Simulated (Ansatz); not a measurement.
# Pt under changes of volume

One of the cells (15.815 Å³/atom); the others are scaled copies at fixed shape and fractional positions:

```
Pt
1.0
     2.76067    0.00000    0.00000
    -1.38033    2.39081    0.00000
     0.00000    0.00000    4.79213
Pt
2
Direct
  0.33333 0.66667 0.25000
  0.66667 0.33333 0.75000
```

This isn't the form of Pt at room conditions, which is fcc.

- Program: Ansatz 0.2.0
- Functional: PBEsol
- Potentials or basis: all-electron LAPW, scalar-relativistic
- Cutoff: 273 eV (chosen from the basis error)
- Basis error allowed: 0.001 eV/atom
- k mesh: 11 × 11 × 6
- Occupations: fermi-dirac, width 0.05 eV
- Spin: no spin polarisation

```tsv
volume (Å³/atom)	energy over the lowest point (meV/atom)	pressure (GPa)
14.866	?	?
15.182	0.00	-0.5
15.498	6.69	-5.9
15.815	23.42	-10.7
16.131	48.93	-14.8
16.447	82.09	-18.4
16.763	121.91	-21.6
```

Problem. What does the run at 14.866 Å³/atom give?

Solution. Energy over the lowest point 4.80 meV/atom; pressure 5.7 GPa.

Worked out: A Birch-Murnaghan fit of order 3 (a polynomial in V^(-2/3)) to the other rows has its minimum at 15.15 Å³/atom, just outside them, with B0 = V·E''(V) = 282 GPa and B' = 5.4 at fixed shape and positions, which overstates the stiffness. It gives 4.79 meV/atom at 14.866 Å³/atom, against the run's 4.80, and -dE/dV = 5.6 GPa, against 5.7.

Energies are extrapolated to zero smearing.
